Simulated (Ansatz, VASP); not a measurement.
## Y4N: VASP beside Ansatz

```
Y N
1.0
     7.31296    0.00000    0.00000
     0.00000    5.67401    0.00000
     0.00000    0.00000   21.99808
Y N
8 2
Direct
  0.00000 0.75000 0.18183
  0.50000 0.75000 0.18183
  0.25000 0.25000 0.22982
  0.75000 0.25000 0.22982
  0.25000 0.75000 0.31309
  0.75000 0.75000 0.31309
  0.00000 0.25000 0.36358
  0.50000 0.25000 0.36358
  0.32326 0.25000 0.44359
  0.67674 0.25000 0.44359
```

Alike in both runs: task single point; functional PBE; k mesh 4 × 5 × 1; occupations gaussian, width 0.1 eV; no spin polarisation.

```csv
,VASP,Ansatz
version,VASP 6.6.1,Ansatz 0.2.0
potentials or method,"VASP PAW PBE potentials, release 64 (Y_sv, N)","scalar-relativistic, plane waves, PAW"
plane-wave cutoff (eV),520,420
valence electrons in the cell,98,98
```

Ansatz gave:

| Item | Value |
| --- | --- |
| gap on the k mesh at the Fermi level (eV) | none |
| rms of the force components (eV/Å) | 0.885 |
| work function, face that differs most (eV) | 3.21 |

**Question.** What did VASP give for the same quantities?

**Answer.** gap on the k mesh at the Fermi level (eV): none; rms of the force components (eV/Å): 0.883; work function, face that differs most (eV): 3.06.

Atom by atom the forces differ by 0.005 eV/Å (rms over components). A gap of «none» marks a metal or a gap that the smearing closes. With one functional, cell and mesh, what is left measures potentials, basis and numerics.
